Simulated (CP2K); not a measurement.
Crystal: TaN.

```
Ta N
1.0
     3.52301    0.00000    0.00000
     1.76150    3.05102    0.00000
     1.76150    1.01701    2.87653
Ta N
1 1
Direct
  0.00000 0.00000 0.00000
  0.25000 0.25000 0.25000
```

The cell comes from a database or a generator and needn't be the stable form of this composition.

Base run:

* Program: CP2K 2026.2
* Functional: LDA
* Potentials or basis: POTENTIAL_UZH Ta GTH-PBE-q13, N GTH-PBE-q5; TZVP-MOLOPT-PBE-GTH basis
* Density cutoff: 9184 eV
* k mesh: 9 × 9 × 9
* Occupations: fermi-dirac, width 0.05 eV
* Spin: no spin polarisation

Its results: band gap on the k mesh none (metal or under the smearing width); pressure -33.7 GPa.

After a change of settings the same cell gave: band gap on the k mesh none (metal or under the smearing width); pressure -29.7 GPa. Which change was it?
A. functional from LDA to PBE
B. functional from LDA to OLYP
C. functional from LDA to PBEsol
D. functional from LDA to WC

B.

OLYP binds less tightly than LDA, so the same cell stands under more pressure.

Caveats: the potentials were made for another functional, which shifts forces and pressure; a pressure of tens of GPa on the cell as given is suspect, and the run, the potentials or the cell itself is likely at fault; the basis of atomic orbitals isn't converged, which shifts pressures, moduli and gaps; spin-orbit coupling is left out, which moves the levels of the heavy elements (some runs).
